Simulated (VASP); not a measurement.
Wanted: the native input for a VASP 6.6.1 run.

```yaml
Task: single point
Functional: LDA
Potentials_or_basis: VASP PAW LDA potentials, release 64 (Mg)
Cutoff: 520 eV
k_mesh: 6 × 6 × 1
Occupations: fermi-dirac, width 0.05 eV
Spin: no spin polarisation
Dipole_correction: yes
Further_INCAR_settings: ALGO = Normal; EDIFF = 1e-06; NBANDS = 10
```

The structure of Mg lies in POSCAR:

```
Mg
1.0
    3.0448380000      0.0000000000      0.0000000000
    0.0000000000      3.0503000000      0.0000000000
    0.0000000000      0.0000000000     19.2832740000
Mg
3
Direct
    0.0000000000      0.0000000000      0.3630088957
    0.0000000000      0.5000000000      0.5000000000
    0.0000000000      0.0000000000      0.6369911043
```

The slab is cut from a database's or a generator's crystal, which needn't be the stable form of the element.

The input as run:

INCAR

```
ALGO = Normal
DIPOL = 0.5 0.5 0.500
EDIFF = 1E-6
ENCUT = 520
GGA = CA
IDIPOL = 3
ISIF = 2
ISMEAR = -1
LASPH = True
LCHARG = False
LDIPOL = True
LREAL = False
LWAVE = False
NBANDS = 10
NELM = 100
PREC = Accurate
SIGMA = 0.05
```

KPOINTS

```
k-points
0
Gamma
  6 6 1
```

Potentials or basis: VASP PAW LDA potentials, release 64 (Mg).

Command:

```console
$ cat potpaw_LDA.64/Mg/POTCAR > POTCAR
$ mpirun -np 1 vasp_std > vasp.out
```

Results of the run:

The largest force is 0.008 eV/Å. The band gap on the k mesh is none (metal or under the smearing width).

Run time: 21 s on 1 thread of Intel(R) Xeon(R) Platinum 8488C (Sapphire Rapids), on a shared host, peak memory 0.21 GiB.
